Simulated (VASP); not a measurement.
# AlN (P2_1) in VASP: further runs

Runs on AlN. Level: PBE. Tasks: single point.

All numbers are computed with VASP 6.6.1; they aren't measurements. Logs are shortened: lines on timing, memory, paths and dates and some standing lists are left out, and cuts for length are marked.

## (1) The cell of the first run

The structure is monoclinic, space group P2_1 (No. 4). Conventional cell: a = 3.130 Å, b = 5.017 Å, c = 3.130 Å, α = 90.00°, β = 120.00°, γ = 90.00°. Around Al (site symmetry 1) lie 4 N at 1.90 to 1.91 Å. N (site symmetry 1) is surrounded by 4 Al at 1.90 to 1.91 Å.

## (2) Single point, PBE (mode 4 frozen in at -0.029 Å and mode 5 at +0.000 Å (largest displacements))

The input, INCAR:

```
PREC     = Accurate       # precision mode
ENCUT    = 520            # plane-wave cutoff, eV
EDIFF    = 1E-6           # SCF threshold, eV
ISMEAR   = 0              # smearing method
SIGMA    = 0.05           # smearing width, eV
LREAL    = F              # projectors in reciprocal space
LASPH    = T              # aspherical terms in the spheres
NELM     = 100            # most SCF steps
ALGO     = Normal         # electronic algorithm
ISIF     = 2              # what is computed and relaxed
LWAVE    = F              # write WAVECAR
LCHARG   = F              # write CHGCAR
GGA      = PE             # functional
NBANDS   = 16             # bands
```

The input, KPOINTS:

```
regular mesh
0
Gamma
  9 9 6
```

The input, POSCAR:

```
AlN
1.0
    3.1298889821      0.0000000000      0.0000000000
   -1.5649444910      2.7105633695      0.0000000000
    0.0000000000      0.0000000000      5.0169562974
Al N
2 2
Direct
    0.3239719789      0.6666666667      0.0017290859
    0.6760280211      0.3333333333      0.5017290859
    0.3416130132      0.6666666667      0.3832709141
    0.6583869868      0.3333333333      0.8832709141
```

Potentials or basis: VASP PAW PBE potentials, release 64 (Al, N).

The run is started by

```bash
$ cat potpaw_PBE.64/Al/POTCAR potpaw_PBE.64/N/POTCAR > POTCAR
$ mpirun -np 1 vasp_std > vasp.out
```

OUTCAR:

```text
PREC = Accurate
   ENCUT = 520
   EDIFF = 1E-6
   ISMEAR = 0
   LREAL = F
   LASPH = T
   NELM = 100
   ISIF = 2
   GGA = PE

 ion  position               nearest neighbor table
   1  0.324  0.667  0.002-   4 1.90   4 1.90   4 1.91   3 1.91   2 3.06   2 3.06   2 3.09   2 3.09
                             2 3.12   2 3.12
   2  0.676  0.333  0.502-   3 1.90   3 1.90   3 1.91   4 1.91   1 3.06   1 3.06   1 3.09   1 3.09
                             1 3.12   1 3.12
   3  0.342  0.667  0.383-   2 1.90   2 1.90   2 1.91   1 1.91
   4  0.658  0.333  0.883-   1 1.90   1 1.90   1 1.91   2 1.91

  LATTYP: Found a hexagonal cell.
 ALAT       =     3.1298889821
 C/A-ratio  =     1.6029182907

  Lattice vectors:

 A1 = (   3.1298889821,   0.0000000000,   0.0000000000)
 A2 = (  -1.5649444910,   2.7105633695,   0.0000000000)
 A3 = (   0.0000000000,   0.0000000000,   5.0169562974)

Analysis of symmetry for initial positions (statically):
=====================================================================
 Subroutine PRICEL returns:
 Original cell was already a primitive cell.

 Routine SETGRP: Setting up the symmetry group for a
 hexagonal supercell.

 Subroutine GETGRP returns: Found  2 space group operations
 (whereof  1 operations were pure point group operations)
 out of a pool of 24 trial point group operations.

The static configuration has the point symmetry C_1 .
 The point group associated with its full space group is C_2 .

Analysis of symmetry for dynamics (positions and initial velocities):
=====================================================================
 Subroutine PRICEL returns:
 Original cell was already a primitive cell.

 Routine SETGRP: Setting up the symmetry group for a
 hexagonal supercell.

 Subroutine GETGRP returns: Found  2 space group operations
 (whereof  1 operations were pure point group operations)
 out of a pool of 24 trial point group operations.

The dynamic configuration has the point symmetry C_1 .
 The point group associated with its full space group is C_2 .

 Subroutine INISYM returns: Found  2 space group operations
 (whereof  1 operations are pure point group operations),
 and found     1 'primitive' translations

----------------------------------------------------------------------------------------

                                     Primitive cell

  volume of cell :      42.5627

  direct lattice vectors                    reciprocal lattice vectors
     3.129888982  0.000000000  0.000000000     0.319500150  0.184463498  0.000000000
    -1.564944491  2.710563369  0.000000000     0.000000000  0.368926995  0.000000000
     0.000000000  0.000000000  5.016956297     0.000000000  0.000000000  0.199324040

  length of vectors
     3.129888982  3.129888982  5.016956297     0.368926995  0.368926995  0.199324040

  position of ions in fractional coordinates (direct lattice)
     0.323971979  0.666666667  0.001729086
     0.676028021  0.333333333  0.501729086
     0.341613013  0.666666667  0.383270914
     0.658386987  0.333333333  0.883270914

  ion indices of the primitive-cell ions
   primitive index   ion index
                 1           1
                 2           2
                 3           3
                 4           4

----------------------------------------------------------------------------------------

 KPOINTS: regular mesh

Automatic generation of k-mesh.
 Grid dimensions read from file:
 generate k-points for:    9    9    6

 Generating k-lattice:

  Cartesian coordinates                     Fractional coordinates (reciprocal lattice)
     0.035500017  0.020495944  0.000000000     0.111111111  0.000000000  0.000000000
     0.000000000  0.040991888  0.000000000     0.000000000  0.111111111  0.000000000
     0.000000000  0.000000000  0.033220673     0.000000000  0.000000000  0.166666667

  Length of vectors
     0.040991888  0.040991888  0.033220673

  Shift w.r.t. Gamma in fractional coordinates (k-lattice)
     0.000000000  0.000000000  0.000000000

 Subroutine IBZKPT returns following result:
 ===========================================

 Found    164 irreducible k-points:

 Following reciprocal coordinates:
            Coordinates               Weight
  0.000000  0.000000  0.000000      1.000000
  0.111111  0.000000  0.000000      2.000000
  0.000000  0.111111  0.000000      2.000000
 -0.111111  0.111111  0.000000      2.000000
  0.222222 -0.000000  0.000000      2.000000
  0.000000  0.222222  0.000000      2.000000
[... 16 lines left out ...]
  0.333333  0.111111  0.000000      2.000000
 -0.111111  0.444444  0.000000      2.000000
 [... further k-points ...]
   k-points           NKPTS =    164   k-points in BZ     NKDIM =    164   number of bands    NBANDS=     16
   number of dos      NEDOS =    301   number of ions     NIONS =      4
   total plane-waves  NPLWV =  23040
   dimension x,y,z NGX =    24 NGY =   24 NGZ =   40
   dimension x,y,z NGXF=    48 NGYF=   48 NGZF=   80
   ions per type =               2   2
   NGX,Y,Z   is equivalent  to a cutoff of  12.75, 12.75, 13.25 a.u.
   NGXF,Y,Z  is equivalent  to a cutoff of  25.50, 25.50, 26.51 a.u.
 SYSTEM =  unknown system
   PREC   = accura    normal or accurate (medium, high low for compatibility)
   ISTART =      0    job   : 0-new  1-cont  2-samecut
   ICHARG =      2    charge: 1-file 2-atom 10-const
   ISPIN  =      1    spin polarized calculation?
   LNONCOLLINEAR =      F non collinear calculations
   LSORBIT =      F    spin-orbit coupling
   LASPH  =      T    aspherical Exc in radial PAW
   ENCUT  =  520.0 eV  38.22 Ry    6.18 a.u.   5.82  5.82  9.33*2*pi/ulx,y,z
   NELM   =    100;   NELMIN=  2; NELMDL= -5     # of ELM steps
   EDIFF  = 0.1E-05   stopping-criterion for ELM
   LREAL  =      F    real-space projection
   EDIFFG = 0.1E-04   stopping-criterion for IOM
   NSW    =      0    number of steps for IOM
   IBRION =     -1    ionic relax: 0-MD 1-quasi-New 2-CG
   NFREE  =      0    steps in history (QN), initial steepest desc. (CG)
   ISIF   =      2    stress and relaxation
   ISYM   =      2    0-nonsym 1-usesym 2-fastsym
   POTIM  = 0.5000    time-step for ionic-motion
   TEBEG  =    0.0;   TEEND  =   0.0 temperature during run
   PSTRESS=    0.0 pullay stress
   NELECT =      16.0000    total number of electrons
   NUPDOWN=      -1.0000    fix difference up-down
   EMIN   =  10.00;   EMAX   =-10.00  energy-range for DOS
   EFERMI =   0.00;   METHOD = LEGACY
   ISMEAR =     0;   SIGMA  =   0.05  broadening in eV -4-tet -1-fermi 0-gaus
   EFERMI_NEDOS =   21; number of points for ismear=-14 and -15
   IALGO  =     38    algorithm
   IMIX   =      4    mixing-type and parameters
     AMIX     =   0.40;   BMIX     =  1.00
     AMIX_MAG =   1.60;   BMIX_MAG =  1.00
  volume/ion in A,a.u.               =      10.64        71.81
  Fermi-wavevector in a.u.,A,eV,Ry     =   1.181513  2.232736 18.993370  1.395973
  Thomas-Fermi vector in A             =   2.317785
   LORBIT       =      0    0 simple, 1 ext, 2 COOP (PROOUT), +10 PAW based schemes
   GGA     = PE    functional components
   LHFCALC =     F    Hartree Fock is set to
   AEXX    =    0.0000 exact exchange contribution
   IVDW    =     0    specifies the selected vdW correction
   LEPSILON=     F    determine dielectric tensor
   LRPA    =     F    only Hartree local field effects (RPA)
 non-spin polarized calculation
 Gauss-broadening in eV      SIGMA  =   0.05
  energy-cutoff  :      520.00
  volume of cell :       42.56
 maximum number of plane-waves:      1170
   NGX = 11   NGY = 11   NGZ = 19

 number of electron      15.9999999 magnetization

 Free energy of the ion-electron system (eV)
  ---------------------------------------------------
  ext. energy  EPLUGINS =         0.00000000
  ---------------------------------------------------
  free energy    TOTEN  =       -29.77376680 eV

  energy without entropy =      -29.77376680  energy(sigma->0) =      -29.77376680

 E-fermi :   6.2347     XC(G=0): -10.8292

 val. band max:        5.9743575006   @ k =   0.0000   0.0000   0.0000
 cond. band min:      10.0111119457   @ k =   0.0000   0.0000   0.0000
 fundamental gap:      4.0367544450
 Fermi energy:         6.2346965322

 k-point     1 :       0.0000    0.0000    0.0000
  band No.  band energies     occupation
      1      -9.1009      2.00000
      2      -7.0161      2.00000
      3       0.0625      2.00000
      4       5.1121      2.00000
      5       5.1345      2.00000
      6       5.7222      2.00000
[... 8 lines left out ...]
     15      18.8937      0.00000
     16      19.0653      0.00000

 k-point     2 :       0.1111    0.0000    0.0000
  band No.  band energies     occupation
      1      -8.9479      2.00000
      2      -6.9296      2.00000
      3       0.2460      2.00000
      4       4.4203      2.00000
      5       4.9260      2.00000
      6       5.0642      2.00000
[... 8 lines left out ...]
     15      18.7315      0.00000
     16      19.0322      0.00000

 k-point     3 :       0.0000    0.1111    0.0000
  band No.  band energies     occupation
      1      -8.9477      2.00000
      2      -6.9303      2.00000
      3       0.2465      2.00000
      4       4.4265      2.00000
      5       4.9287      2.00000
      6       5.0843      2.00000
[... 8 lines left out ...]
     15      18.7891      0.00000
     16      18.9844      0.00000

 k-point     4 :      -0.1111    0.1111    0.0000
  band No.  band energies     occupation
      1      -8.9475      2.00000
      2      -6.9310      2.00000
      3       0.2471      2.00000
      4       4.4296      2.00000
      5       4.9329      2.00000
      6       5.1056      2.00000
[... 8 lines left out ...]
     15      18.8775      0.00000
     16      18.9426      0.00000

 k-point     5 :       0.2222   -0.0000    0.0000
  band No.  band energies     occupation
      1      -8.5144      2.00000
      2      -6.7119      2.00000
      3       0.7776      2.00000
      4       2.9143      2.00000
      5       3.8448      2.00000
      6       4.5324      2.00000
[... 8 lines left out ...]
     15      18.1198      0.00000
     16      18.7209      0.00000

 k-point     6 :       0.0000    0.2222    0.0000
  band No.  band energies     occupation
      1      -8.5131      2.00000
      2      -6.7155      2.00000
      3       0.7806      2.00000
      4       2.9441      2.00000
      5       3.8390      2.00000
      6       4.5308      2.00000
[... 8 lines left out ...]
     15      18.0974      0.00000
     16      18.7994      0.00000
[... 267 lines left out ...]
 k-point    21 :       0.1111    0.2222    0.0000
  band No.  band energies     occupation
      1      -8.1207      2.00000
      2      -6.5599      2.00000
      3       1.2811      2.00000
      4       2.2543      2.00000
      5       2.8544      2.00000
      6       4.2448      2.00000
[... 8 lines left out ...]
     15      18.4208      0.00000
     16      19.8755      0.00000

 k-point    22 :       0.3333   -0.1111    0.0000
  band No.  band energies     occupation
      1      -8.1206      2.00000
      2      -6.5599      2.00000
      3       1.2805      2.00000
      4       2.2182      2.00000
      5       2.9125      2.00000
      6       4.2216      2.00000
[... 8 lines left out ...]
     15      18.2662      0.00000
     16      19.7811      0.00000

 k-point    23 :       0.3333    0.1111    0.0000
  band No.  band energies     occupation
      1      -7.4961      2.00000
      2      -6.4346      2.00000
      3       1.0745      2.00000
      4       2.1328      2.00000
      5       2.2589      2.00000
      6       3.6728      2.00000
[... 8 lines left out ...]
     15      18.1281      0.00000
     16      20.5950      0.00000

 k-point    24 :      -0.1111    0.4444    0.0000
  band No.  band energies     occupation
      1      -7.4842      2.00000
      2      -6.4562      2.00000
      3       1.1356      2.00000
      4       2.1430      2.00000
      5       2.2659      2.00000
      6       3.6415      2.00000
[... 8 lines left out ...]
     15      18.1661      0.00000
     16      20.5121      0.00000

 [... further k-points ...]

------------------------ aborting loop because EDIFF is reached ----------------------------------------

  FORCE on cell =-STRESS in cart. coord.  units (eV):
  Direction    XX          YY          ZZ          XY          YZ          ZX
  --------------------------------------------------------------------------------------
  -------------------------------------------------------------------------------------
  Total       -0.0739542     -0.0524182     -0.0278534     -0.0302185      0.0000000      0.0000000
  in kB       -2.7838433     -1.9731662     -1.0484788     -1.1375090      0.0000000      0.0000000
  external PRESSURE =      -1.9351628 kB  Pullay stress =       0.0000000 kB

 VOLUME and BASIS-vectors are now :
 -----------------------------------------------------------------------------
  energy-cutoff  :      520.00
  volume of cell :       42.56
      direct lattice vectors                 reciprocal lattice vectors
     3.129888982  0.000000000  0.000000000     0.319500150  0.184463498  0.000000000
    -1.564944491  2.710563369  0.000000000     0.000000000  0.368926995  0.000000000
     0.000000000  0.000000000  5.016956297     0.000000000  0.000000000  0.199324040

 POSITION                                       TOTAL-FORCE (eV/Angst)
 -----------------------------------------------------------------------------------
     -0.02930      1.80704      0.00867         0.163227      0.003866      0.004778
      1.59424      0.90352      2.51715        -0.163227     -0.003866      0.004778
      0.02591      1.80704      1.92285        -0.075277      0.001617     -0.004778
      1.53903      0.90352      4.43133         0.075277     -0.001617     -0.004778
 -----------------------------------------------------------------------------------
    total drift:                               -0.000000     -0.000000      0.000767

  FREE ENERGIE OF THE ION-ELECTRON SYSTEM (eV)
  ---------------------------------------------------
  free  energy   TOTEN  =       -29.7737667998 eV

  energy  without entropy=      -29.7737667998  energy(sigma->0) =      -29.77376680
```

Wall time 50 s (1 thread of AMD EPYC 9R45 (Zen 5), shared host); peak memory 0.19 GiB.

What came out:

* Free energy: -29.7738 eV
* Pressure: -0.2 GPa
* Largest force: 0.163 eV/Å
* Band gap on the k mesh: 4.04 eV, direct

Forces in eV/Å, atoms in the order of the input:
```
Al   0.163  0.004  0.005
Al  -0.163 -0.004  0.005
N   -0.075  0.002 -0.005
N    0.075 -0.002 -0.005
```

## (3) Single point, PBE (mode 4 frozen in at -0.088 Å and mode 5 at +0.000 Å (largest displacements))

The input, INCAR:

```
ALGO     = Normal         # electronic algorithm
EDIFF    = 1E-6           # SCF threshold, eV
ENCUT    = 520            # plane-wave cutoff, eV
GGA      = PE             # functional
ISIF     = 2              # what is computed and relaxed
ISMEAR   = 0              # smearing method
LASPH    = True           # aspherical terms in the spheres
LCHARG   = False          # write CHGCAR
LREAL    = False          # projectors in reciprocal space
LWAVE    = False          # write WAVECAR
NBANDS   = 16             # bands
NELM     = 100            # most SCF steps
PREC     = Accurate       # precision mode
SIGMA    = 0.05           # smearing width, eV
```

The input, KPOINTS:

```
k-points
0
Gamma
  9 9 6
```

The input, POSCAR:

```
AlN
1.0
    3.1298889821      0.0000000000      0.0000000000
   -1.5649444910      2.7105633695      0.0000000000
    0.0000000000      0.0000000000      5.0169562974
Al N
2 2
Direct
    0.3052173201      0.6666666667      0.0017290859
    0.6947826799      0.3333333333      0.5017290859
    0.3582006313      0.6666666667      0.3832709141
    0.6417993687      0.3333333333      0.8832709141
```

Potentials or basis: VASP PAW PBE potentials, release 64 (Al, N).

The run is started by

```bash
$ cat potpaw_PBE.64/Al/POTCAR potpaw_PBE.64/N/POTCAR > POTCAR
$ mpirun -np 1 vasp_std > vasp.out
```

Wall time 48 s (1 thread of AMD EPYC 9R45 (Zen 5), shared host); peak memory 0.19 GiB.

The run converged. Its results:

- Free energy: -29.7198 eV
- Pressure: -0.4 GPa
- Largest force: 0.492 eV/Å
- Band gap on the k mesh: 3.96 eV, direct

Forces in eV/Å, atoms in the order of the input:
```
Al   0.489  0.035  0.047
Al  -0.489 -0.035  0.047
N   -0.227  0.015 -0.047
N    0.227 -0.015 -0.047
```

Stress tensor (GPa, compression positive):
```
-0.88 -0.36  0.00
-0.36 -0.15  0.00
 0.00  0.00 -0.05
```

Levels at points of the mesh, in eV from the valence-band top:
| k point | band 5 | band 6 | band 7 | band 8 | band 9 | band 10 | band 11 | band 12 |
| --- | --- | --- | --- | --- | --- | --- | --- | --- |
| (0.00, 0.00, 0.00) | -0.86 | -0.38 | -0.13 | 0.00 | 3.96 | 6.45 | 10.30 | 10.67 |
| (0.00, 0.00, 0.50) | -0.62 | -0.62 | -0.54 | -0.54 | 6.22 | 6.22 | 10.09 | 10.09 |
